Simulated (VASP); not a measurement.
# HgTe (I-4m2) in VASP: a series of runs

One crystal, HgTe, is run at these levels: PBEsol; tasks: equation of state.

All numbers are computed with VASP 6.6.1; they aren't measurements. Logs are shortened: lines on timing, memory, paths and dates and some standing lists are left out, and cuts for length are marked.

### Step 1. Starting point

It takes space group I-4m2 (No. 119, tetragonal). Conventional cell: a = 5.894 Å, b = 5.894 Å, c = 3.071 Å, α = 90.00°, β = 90.00°, γ = 90.00°. Hg (site symmetry -4m2) is surrounded by 4 Te at 3.05 Å and 2 Hg at 3.07 Å. Te (site symmetry -4m2) is surrounded by 4 Hg at 3.05 Å and 2 Te at 3.07 Å.

Measurements of this composition are mostly on another form, of space group No. 216.

### Step 2. Equation of state, PBEsol, 25.60 Å³/atom (a relaxed cell with its volume scaled by 0.96)

File INCAR:

```
SYSTEM = HgTe
PREC = Accurate ; ENCUT = 520
EDIFF = 1E-6 ; ISMEAR = -1
SIGMA = 0.05 ; LREAL = .False.
LASPH = .True. ; NELM = 60
ALGO = Normal ; ISIF = 2
LWAVE = .False. ; LCHARG = .False.
GGA = PS
```

File KPOINTS:

```
regular mesh
0
Gamma
  8 8 8
  0 0 0
```

File POSCAR:

```
HgTe                                    
1.0
   -2.9070862580      2.9070862580      1.5148264570
    2.9070862580     -2.9070862580      1.5148264570
    2.9070862580      2.9070862580     -1.5148264570
  Hg              Te            
     1     1
Direct
     0.7500000000000000    0.2500000000000000    0.5000000000000000
     1.0000000000000000    1.0000000000000000    1.0000000000000000
```

Potentials or basis: VASP PAW PBE potentials, release 64 (Hg, Te).

Launch:

```sh
cat potpaw_PBE.64/Hg/POTCAR potpaw_PBE.64/Te/POTCAR > POTCAR
mpirun -np 1 vasp_std > vasp.out
```

OUTCAR:

```text
SYSTEM = HgTe
   PREC = Accurate
   ENCUT = 520
   EDIFF = 1E-6
   ISMEAR = -1
   LREAL = .False.
   LASPH = .True.
   NELM = 60
   ISIF = 2
   GGA = PS

 ion  position               nearest neighbor table
   1  0.750  0.250  0.500-   2 3.00   2 3.00   2 3.00   2 3.00   2 3.69   2 3.69   2 3.69   2 3.69

   2  0.000  0.000  0.000-   1 3.00   1 3.00   1 3.00   1 3.00   1 3.69   1 3.69   1 3.69   1 3.69

  LATTYP: Found a body centered tetragonal cell.
 ALAT       =     5.8141725160
 C/A-ratio  =     0.5210806707

  Lattice vectors:

 A1 = (  -2.9070862580,   2.9070862580,   1.5148264570)
 A2 = (   2.9070862580,  -2.9070862580,   1.5148264570)
 A3 = (   2.9070862580,   2.9070862580,  -1.5148264570)

Analysis of symmetry for initial positions (statically):
=====================================================================
 Subroutine PRICEL returns:
 Original cell was already a primitive cell.

 Routine SETGRP: Setting up the symmetry group for a
 body centered tetragonal supercell.

 Subroutine GETGRP returns: Found  8 space group operations
 (whereof  8 operations were pure point group operations)
 out of a pool of 16 trial point group operations.

The static configuration has the point symmetry D_2d.

Analysis of symmetry for dynamics (positions and initial velocities):
=====================================================================
 Subroutine PRICEL returns:
 Original cell was already a primitive cell.

 Routine SETGRP: Setting up the symmetry group for a
 body centered tetragonal supercell.

 Subroutine GETGRP returns: Found  8 space group operations
 (whereof  8 operations were pure point group operations)
 out of a pool of 16 trial point group operations.

The dynamic configuration has the point symmetry D_2d.

 Subroutine INISYM returns: Found  8 space group operations
 (whereof  8 operations are pure point group operations),
 and found     1 'primitive' translations

----------------------------------------------------------------------------------------

                                     Primitive cell

  volume of cell :      51.2081

  direct lattice vectors                    reciprocal lattice vectors
    -2.907086258  2.907086258  1.514826457     0.000000000  0.171993521  0.330070813
     2.907086258 -2.907086258  1.514826457     0.171993521  0.000000000  0.330070813
     2.907086258  2.907086258 -1.514826457     0.171993521  0.171993521  0.000000000

  length of vectors
     4.381438145  4.381438145  4.381438145     0.372194187  0.372194187  0.243235569

  position of ions in fractional coordinates (direct lattice)
     0.750000000  0.250000000  0.500000000
     0.000000000  0.000000000  0.000000000

  ion indices of the primitive-cell ions
   primitive index   ion index
                 1           1
                 2           2

----------------------------------------------------------------------------------------

 KPOINTS: regular mesh

Automatic generation of k-mesh.
 Grid dimensions read from file:
 generate k-points for:    8    8    8

 Generating k-lattice:

  Cartesian coordinates                     Fractional coordinates (reciprocal lattice)
     0.000000000  0.021499190  0.041258852     0.125000000  0.000000000 -0.000000000
     0.021499190  0.000000000  0.041258852     0.000000000  0.125000000 -0.000000000
     0.021499190  0.021499190  0.000000000     0.000000000  0.000000000  0.125000000

  Length of vectors
     0.046524273  0.046524273  0.030404446

  Shift w.r.t. Gamma in fractional coordinates (k-lattice)
     0.000000000  0.000000000  0.000000000

 Subroutine IBZKPT returns following result:
 ===========================================

 Found     59 irreducible k-points:

 Following reciprocal coordinates:
            Coordinates               Weight
  0.000000  0.000000  0.000000      1.000000
  0.125000  0.000000 -0.000000      8.000000
  0.250000  0.000000 -0.000000      8.000000
  0.375000  0.000000 -0.000000      8.000000
  0.500000  0.000000 -0.000000      4.000000
  0.125000  0.125000 -0.000000      8.000000
[... 16 lines left out ...]
  0.250000  0.125000  0.125000     16.000000
  0.375000  0.125000  0.125000      8.000000
 [... further k-points ...]
   k-points           NKPTS =     59   k-points in BZ     NKDIM =     59   number of bands    NBANDS=     13
   number of dos      NEDOS =    301   number of ions     NIONS =      2
   total plane-waves  NPLWV =  46656
   dimension x,y,z NGX =    36 NGY =   36 NGZ =   36
   dimension x,y,z NGXF=    72 NGYF=   72 NGZF=   72
   ions per type =               1   1
   NGX,Y,Z   is equivalent  to a cutoff of  13.66, 13.66, 13.66 a.u.
   NGXF,Y,Z  is equivalent  to a cutoff of  27.32, 27.32, 27.32 a.u.
 SYSTEM =  HgTe
   PREC   = accura    normal or accurate (medium, high low for compatibility)
   ISTART =      0    job   : 0-new  1-cont  2-samecut
   ICHARG =      2    charge: 1-file 2-atom 10-const
   ISPIN  =      1    spin polarized calculation?
   LNONCOLLINEAR =      F non collinear calculations
   LSORBIT =      F    spin-orbit coupling
   LASPH  =      T    aspherical Exc in radial PAW
   ENCUT  =  520.0 eV  38.22 Ry    6.18 a.u.   8.15  8.15  8.15*2*pi/ulx,y,z
   NELM   =     60;   NELMIN=  2; NELMDL= -5     # of ELM steps
   EDIFF  = 0.1E-05   stopping-criterion for ELM
   LREAL  =      F    real-space projection
   EDIFFG = 0.1E-04   stopping-criterion for IOM
   NSW    =      0    number of steps for IOM
   IBRION =     -1    ionic relax: 0-MD 1-quasi-New 2-CG
   NFREE  =      0    steps in history (QN), initial steepest desc. (CG)
   ISIF   =      2    stress and relaxation
   ISYM   =      2    0-nonsym 1-usesym 2-fastsym
   POTIM  = 0.5000    time-step for ionic-motion
   TEBEG  =    0.0;   TEEND  =   0.0 temperature during run
   PSTRESS=    0.0 pullay stress
   NELECT =      18.0000    total number of electrons
   NUPDOWN=      -1.0000    fix difference up-down
   EMIN   =  10.00;   EMAX   =-10.00  energy-range for DOS
   EFERMI =   0.00;   METHOD = LEGACY
   ISMEAR =    -1;   SIGMA  =   0.05  broadening in eV -4-tet -1-fermi 0-gaus
   EFERMI_NEDOS =   21; number of points for ismear=-14 and -15
   IALGO  =     38    algorithm
   IMIX   =      4    mixing-type and parameters
     AMIX     =   0.40;   BMIX     =  1.00
     AMIX_MAG =   1.60;   BMIX_MAG =  1.00
  volume/ion in A,a.u.               =      25.60       172.78
  Fermi-wavevector in a.u.,A,eV,Ry     =   1.155366  2.183324 18.162004  1.334870
  Thomas-Fermi vector in A             =   2.291995
   LORBIT       =      0    0 simple, 1 ext, 2 COOP (PROOUT), +10 PAW based schemes
   GGA     = PS    functional components
   LHFCALC =     F    Hartree Fock is set to
   AEXX    =    0.0000 exact exchange contribution
   IVDW    =     0    specifies the selected vdW correction
   LEPSILON=     F    determine dielectric tensor
   LRPA    =     F    only Hartree local field effects (RPA)
 non-spin polarized calculation
  energy-cutoff  :      520.00
  volume of cell :       51.21
 maximum number of plane-waves:      1392
 NGX is ok and might be reduce to    36
   NGX = 17   NGY = 17   NGZ = 17

 number of electron      18.0000002 magnetization

 Free energy of the ion-electron system (eV)
  ---------------------------------------------------
  ext. energy  EPLUGINS =         0.00000000
  ---------------------------------------------------
  free energy    TOTEN  =        -4.16848105 eV

  energy without entropy =       -4.16436723  energy(sigma->0) =       -4.16642414

 E-fermi :   5.7527     XC(G=0): -10.5828

 val. band max:        5.7508896957   @ k =  -0.2500   0.5000   0.1250
 cond. band min:       5.7746183283   @ k =  -0.1250  -0.3750   0.1250
 fundamental gap:      0.0237286326
 Fermi energy:         5.7526662524

 k-point     1 :       0.0000    0.0000    0.0000
  band No.  band energies     occupation
      1      -7.6732      2.00000
      2      -2.2426      2.00000
      3      -1.5036      2.00000
      4      -1.3712      2.00000
      5      -0.8183      2.00000
      6      -0.8183      2.00000
      7       2.2796      2.00000
      8       2.8187      2.00000
      9       2.8187      2.00000
     10       9.4731      0.00000
     11      10.1372      0.00000
     12      13.0744      0.00000
     13      13.0744      0.00000

 k-point     2 :       0.1250    0.0000   -0.0000
  band No.  band energies     occupation
      1      -7.3903      2.00000
      2      -1.9763      2.00000
      3      -1.4634      2.00000
      4      -1.4063      2.00000
      5      -0.9786      2.00000
      6      -0.9722      2.00000
      7       1.7039      2.00000
      8       3.0134      2.00000
      9       4.0485      2.00000
     10       7.4804      0.00000
     11      10.4032      0.00000
     12      12.2392      0.00000
     13      13.2584      0.00000

 k-point     3 :       0.2500    0.0000   -0.0000
  band No.  band energies     occupation
      1      -6.5849      2.00000
      2      -1.5109      2.00000
      3      -1.4534      2.00000
      4      -1.3013      2.00000
      5      -1.2493      2.00000
      6      -1.2267      2.00000
      7       1.5275      2.00000
      8       3.4845      2.00000
      9       4.4325      2.00000
     10       5.9138      0.07671
     11      10.6270      0.00000
     12      10.8893      0.00000
     13      12.3666      0.00000

 k-point     4 :       0.3750    0.0000   -0.0000
  band No.  band energies     occupation
      1      -5.4558      2.00000
      2      -1.7101      2.00000
      3      -1.6056      2.00000
      4      -1.4051      2.00000
      5      -1.1530      2.00000
      6      -0.7935      2.00000
      7       1.3706      2.00000
      8       2.8006      2.00000
      9       4.0182      2.00000
     10       6.4196      0.00000
     11       9.4186      0.00000
     12       9.8518      0.00000
     13      11.3262      0.00000

 k-point     5 :       0.5000    0.0000   -0.0000
  band No.  band energies     occupation
      1      -4.7568      2.00000
      2      -1.8273      2.00000
      3      -1.6501      2.00000
      4      -1.3561      2.00000
      5      -1.0986      2.00000
      6      -0.9609      2.00000
      7       0.7248      2.00000
      8       3.5145      2.00000
      9       4.2885      2.00000
     10       5.2872      1.99982
     11       9.1976      0.00000
     12       9.2012      0.00000
     13      11.7844      0.00000
[... 257 lines left out ...]
 k-point    22 :       0.1250    0.1250    0.1250
  band No.  band energies     occupation
      1      -6.4456      2.00000
      2      -1.5778      2.00000
      3      -1.4844      2.00000
      4      -1.3145      2.00000
      5      -1.2797      2.00000
      6      -1.1460      2.00000
      7       0.6224      2.00000
      8       3.9421      2.00000
      9       4.7892      2.00000
     10       6.2724      0.00006
     11      10.1073      0.00000
     12      10.5849      0.00000
     13      12.2928      0.00000

 k-point    23 :       0.2500    0.1250    0.1250
  band No.  band energies     occupation
      1      -5.3607      2.00000
      2      -1.7487      2.00000
      3      -1.5708      2.00000
      4      -1.3905      2.00000
      5      -1.1531      2.00000
      6      -0.8503      2.00000
      7       1.2308      2.00000
      8       1.9826      2.00000
      9       4.7162      2.00000
     10       7.1815      0.00000
     11       8.7028      0.00000
     12      10.2500      0.00000
     13      11.7752      0.00000

 k-point    24 :       0.3750    0.1250    0.1250
  band No.  band energies     occupation
      1      -4.7020      2.00000
      2      -1.9145      2.00000
      3      -1.5708      2.00000
      4      -1.2844      2.00000
      5      -1.1387      2.00000
      6      -0.8945      2.00000
      7       0.5615      2.00000
      8       2.8613      2.00000
      9       3.7666      2.00000
     10       6.9855      0.00000
     11       8.6080      0.00000
     12      10.5627      0.00000
     13      11.7680      0.00000

 [... further k-points ...]

------------------------ aborting loop because EDIFF is reached ----------------------------------------

  FORCE on cell =-STRESS in cart. coord.  units (eV):
  Direction    XX          YY          ZZ          XY          YZ          ZX
  --------------------------------------------------------------------------------------
  -------------------------------------------------------------------------------------
  Total        0.7779998      0.7779998      0.8960817      0.0000000      0.0000000      0.0000000
  in kB       24.3417253     24.3417253     28.0362202      0.0000000      0.0000000      0.0000000
  external PRESSURE =      25.5732236 kB  Pullay stress =       0.0000000 kB

 VOLUME and BASIS-vectors are now :
 -----------------------------------------------------------------------------
  energy-cutoff  :      520.00
  volume of cell :       51.21
      direct lattice vectors                 reciprocal lattice vectors
    -2.907086258  2.907086258  1.514826457     0.000000000  0.171993521  0.330070813
     2.907086258 -2.907086258  1.514826457     0.171993521  0.000000000  0.330070813
     2.907086258  2.907086258 -1.514826457     0.171993521  0.171993521  0.000000000

 POSITION                                       TOTAL-FORCE (eV/Angst)
 -----------------------------------------------------------------------------------
     -0.00000      2.90709      0.75741         0.000000     -0.000000     -0.000000
      0.00000      0.00000      0.00000        -0.000000      0.000000      0.000000
 -----------------------------------------------------------------------------------
    total drift:                               -0.000000      0.000000     -0.000000

  FREE ENERGIE OF THE ION-ELECTRON SYSTEM (eV)
  ---------------------------------------------------
  free  energy   TOTEN  =        -4.1684810484 eV

  energy  without entropy=       -4.1643672306  energy(sigma->0) =       -4.16642414
```

It took 23 s on 1 thread of Intel Xeon Platinum 8488C (Sapphire Rapids), shared host; peak memory 0.23 GiB.

What came out:

```yaml
Free_energy: -4.1685 eV
Pressure: 2.6 GPa
Band_gap_on_the_k_mesh: none (metal or under the smearing width)
```

Caveat: the PAW data sets were made with another functional, which shifts forces and pressure a little.

### Step 3. Equation of state, PBEsol, 26.14 Å³/atom (a relaxed cell with its volume scaled by 0.98)

INCAR is that of step 2.

KPOINTS is that of step 2.

File POSCAR:

```
HgTe                                    
1.0
   -2.9271357623      2.9271357623      1.5252738662
    2.9271357623     -2.9271357623      1.5252738662
    2.9271357623      2.9271357623     -1.5252738662
  Hg              Te            
     1     1
Direct
     0.7500000000000000    0.2500000000000000    0.5000000000000000
     1.0000000000000000    1.0000000000000000    1.0000000000000000
```

Potentials or basis: VASP PAW PBE potentials, release 64 (Hg, Te).

Launch:

```sh
cat potpaw_PBE.64/Hg/POTCAR potpaw_PBE.64/Te/POTCAR > POTCAR
mpirun -np 1 vasp_std > vasp.out
```

It took 23 s on 1 thread of Intel Xeon Platinum 8488C (Sapphire Rapids), shared host; peak memory 0.23 GiB.

It converged, with:

- Free energy: -4.1812 eV
- Pressure: 1.2 GPa
- Band gap on the k mesh: none (metal or under the smearing width)

Caveat: the PAW data sets were made with another functional, which shifts forces and pressure a little.

### Step 4. Equation of state, PBEsol, 26.67 Å³/atom

INCAR is that of step 3.

KPOINTS is that of step 3.

File POSCAR:

```
HgTe                                    
1.0
   -2.9469143066      2.9469143066      1.5355800833
    2.9469143066     -2.9469143066      1.5355800833
    2.9469143066      2.9469143066     -1.5355800833
  Hg              Te            
     1     1
Direct
     0.7500000000000000    0.2500000000000000    0.5000000000000000
     1.0000000000000000    1.0000000000000000    1.0000000000000000
```

Launch:

```sh
cat potpaw_PBE.64/Hg/POTCAR potpaw_PBE.64/Te/POTCAR > POTCAR
mpirun -np 1 vasp_std > vasp.out
```

Wall time 26 s (1 thread of Intel Xeon Platinum 8488C (Sapphire Rapids), shared host); peak memory 0.22 GiB.

It converged, with:

- Free energy: -4.1852 eV
- Pressure: 0.0 GPa
- Band gap on the k mesh: none (metal or under the smearing width)

Caveat: the PAW data sets were made with another functional, which shifts forces and pressure a little.

### Step 5. Equation of state, PBEsol, 27.20 Å³/atom (a relaxed cell with its volume scaled by 1.02)

INCAR is that of step 4.

KPOINTS is that of step 4.

File POSCAR:

```
HgTe                                    
1.0
   -2.9664308642      2.9664308642      1.5457497842
    2.9664308642     -2.9664308642      1.5457497842
    2.9664308642      2.9664308642     -1.5457497842
  Hg              Te            
     1     1
Direct
     0.7500000000000000    0.2500000000000000    0.5000000000000000
     1.0000000000000000    1.0000000000000000    1.0000000000000000
```

Launch:

```sh
cat potpaw_PBE.64/Hg/POTCAR potpaw_PBE.64/Te/POTCAR > POTCAR
mpirun -np 1 vasp_std > vasp.out
```

Wall time 23 s (1 thread of Intel Xeon Platinum 8488C (Sapphire Rapids), shared host); peak memory 0.22 GiB.

The run converged. Its results:

```
Free energy            : -4.1818 eV
Pressure               : -1.1 GPa
Band gap on the k mesh : none (metal or under the smearing width)
```

Caveat: the PAW data sets were made with another functional, which shifts forces and pressure a little.

### Step 6. Equation of state, PBEsol, 27.74 Å³/atom (a relaxed cell with its volume scaled by 1.04)

INCAR is that of step 5.

KPOINTS is that of step 5.

File POSCAR:

```
HgTe                                    
1.0
   -2.9856939420      2.9856939420      1.5557874017
    2.9856939420     -2.9856939420      1.5557874017
    2.9856939420      2.9856939420     -1.5557874017
  Hg              Te            
     1     1
Direct
     0.7500000000000000    0.2500000000000000    0.5000000000000000
     1.0000000000000000    1.0000000000000000    1.0000000000000000
```

Potentials or basis: VASP PAW PBE potentials, release 64 (Hg, Te).

Launch:

```sh
cat potpaw_PBE.64/Hg/POTCAR potpaw_PBE.64/Te/POTCAR > POTCAR
mpirun -np 1 vasp_std > vasp.out
```

It took 24 s on 1 thread of Intel Xeon Platinum 8488C (Sapphire Rapids), shared host; peak memory 0.23 GiB.

The run converged. Its results:

| Quantity | Value |
| --- | --- |
| Free energy | -4.1717 eV |
| Pressure | -2.0 GPa |
| Band gap on the k mesh | none (metal or under the smearing width) |

Caveat: the PAW data sets were made with another functional, which shifts forces and pressure a little.

### Step 7. Equation of state, PBEsol

No new run: the results of the series are fitted here.

What came out:

- Equilibrium volume: 26.68 Å³/atom
- Bulk modulus at fixed shape and positions: 57 GPa
- Pressure derivative of the bulk modulus: 5.4 (rough: it moves with the points fitted)

Energy against volume, from the lowest point:
```tsv
volume (Å³/atom)	energy (meV/atom)
25.604	8.38
26.137	2.04
26.671	0.00
27.204	1.74
27.738	6.80
```

Caveat: the cell was scaled at fixed shape and fractional positions, which overstates the stiffness of a crystal with free parameters, most of all of layers and chains; the PAW data sets were made with another functional, which shifts forces and pressure a little. Spin-orbit coupling is left out, which matters for the levels of Hg, Te.
